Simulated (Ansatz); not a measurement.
# Be, a known structure type with other elements, at an estimated volume

```
Be
1.0
    -1.26900    1.26900    1.26900
     1.26900   -1.26900    1.26900
     1.26900    1.26900   -1.26900
Be
1
Direct
  0.00000 0.00000 0.00000
```

Method: PBE, no spin polarisation; PAW, plane waves to 420 eV, 18×18×18 Γ-centred mesh, fermi-dirac occupations (width 0.1 eV) (Ansatz 0.2.0), atoms fixed.

Problem. Metal or insulator?

Solution. It is a metal, with about 0.11 states/eV a cell as the mean within 0.25 eV of the Fermi level.

Problem. Is the cell too large or too small?

Solution. The pressure is -5.1 GPa (compression positive), so with the atoms held at these fractions the cell would first shrink.

Origin: a known structure type with other elements, at an estimated volume, so it need not be a known compound.
